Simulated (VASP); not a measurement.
Set up this calculation in VASP 6.6.1, as the native input.

| Property | Result |
| --- | --- |
| Task | single point |
| Functional | PBE |
| Potentials or basis | VASP PAW PBE potentials, release 64 (Si) |
| Cutoff | 520 eV |
| k mesh | 2 × 2 × 2 |
| Occupations | methfessel-paxton, width 0.15 eV |
| Spin | no spin polarisation |
| Dipole correction | no |
| Further INCAR settings | LREAL = Auto; ALGO = Normal; EDIFF = 1e-06; NBANDS = 43 |

The structure of Si (a cell with a defect) lies in POSCAR:

```
Si
1.0
    0.0000000000      5.5086980000      5.5086980000
    5.5086980000      0.0000000000      5.5086980000
    5.5086980000      5.5086980000      0.0000000000
Si
15
Direct
   -0.0001708208      0.0066084581     -0.0020505753
    0.0639242703      0.3123991368      0.0615033716
   -0.0001498539      0.0064221164      0.4953663279
    0.1256791532      0.1257860750      0.6240559021
    0.1274724989      0.6181276411      0.1256286876
    0.0016866054      0.4989218868      0.4994915314
    0.1274824832      0.6179339474      0.6285576919
    0.4969168758      0.0068286553     -0.0020672762
    0.6259599818      0.1258594136      0.1237374966
    0.5010963571      0.0001574782      0.4991601464
    0.6259818563      0.1258179337      0.6240358430
    0.5013664753      0.4989922301     -0.0002375334
    0.6300142066      0.6183746141      0.1256118960
    0.5013740089      0.4989605529      0.4994859039
    0.6262576928      0.6246320818      0.6243541577
```

These files were run (other wordings do the same):

INCAR

```
PREC = Accurate ; ENCUT = 520
EDIFF = 1E-6 ; ISMEAR = 1
SIGMA = 0.15 ; LREAL = Auto
LASPH = T ; NELM = 60
ALGO = Normal ; ISIF = 2
LWAVE = F ; LCHARG = F
GGA = PE ; NBANDS = 43
```

KPOINTS

```
Automatic mesh
0
Gamma
  2 2 2
```

Potentials or basis: VASP PAW PBE potentials, release 64 (Si).

Command:

```sh
$ cat potpaw_PBE.64/Si/POTCAR > POTCAR
$ mpirun -np 1 vasp_std > vasp.out
```

Results of the run:

```json
{"Pressure": "-4.7 GPa", "Largest force": "0.037 eV/Å", "Band gap on the k mesh": "none (metal or under the smearing width)"}
```

Caveat: the k mesh is coarse (spacing up to 0.49 Å⁻¹), so the values aren't converged.

Run time: 2.2 min on 1 thread of AMD EPYC 9R45 96-Core Processor (Zen 5) (shared host), peak memory 0.43 GiB.
